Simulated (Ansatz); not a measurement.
Crystal: MnAs.

```
As Mn
1.0
     3.71000    0.00000    0.00000
    -1.85500    3.21295    0.00000
     0.00000    0.00000    5.69100
As Mn
2 2
Direct
  0.66667 0.33333 0.75000
  0.33333 0.66667 0.25000
  0.00000 0.00000 0.50000
  0.00000 0.00000 0.00000
```

- Program: Ansatz 0.2.0
- Task: relaxation of cell and atoms
- Functional: BLYP
- Dispersion: D3(BJ)
- Potentials or basis: Ansatz PAW
- Cutoff: 420 eV (not typed: the program's choice for these potentials)
- k mesh: 8 × 8 × 5
- Occupations: fermi-dirac, width 0.05 eV
- Spin: collinear spin, ferromagnetic start
- Starting moments: [0.0, 0.0, 4.0, 4.0] μB

At the start: volume 16.96 Å³/atom.

**Question.** Where does the relaxation end?

**Answer.** It ends after 7 steps and the volume is 15.30 Å³/atom (-9.8 %); space group P6_3/mmc (No. 194, to 0.05 Å); moment 5.20 μB per cell.

The path:
| step | energy change (eV) | largest force (eV/Å) | volume (Å³) |
| --- | --- | --- | --- |
| 1 | 0.0000 | 0.0000 | 67.84 |
| 2 | -0.1444 | 0.0000 | 63.63 |
| 3 | -0.1638 | 0.0000 | 59.71 |
| 4 | -0.1733 | 0.0000 | 61.18 |
| 5 | -0.1734 | 0.0000 | 61.17 |
| 6 | -0.1734 | 0.0000 | 61.19 |
| 7 | -0.1721 | 0.0000 | 61.19 |

Final structure:
```
As Mn
1.0
     3.60221    0.00000    0.00000
    -1.80110    3.11960    0.00000
     0.00000    0.00000    5.44486
As Mn
2 2
Direct
  0.66667 0.33333 0.75000
  0.33333 0.66667 0.25000
  0.00000 0.00000 0.50000
  0.00000 0.00000 0.00000
```

Caveat: the plane-wave basis is chosen anew once the cell has moved, so the energies of steps on either side of that aren't comparable; only a ferromagnetic start was run, and an antiferromagnetic order may lie lower in energy; the PAW data sets come from PBE, with cores solved anew for the run's functional, which leaves a small shift of forces and pressure.
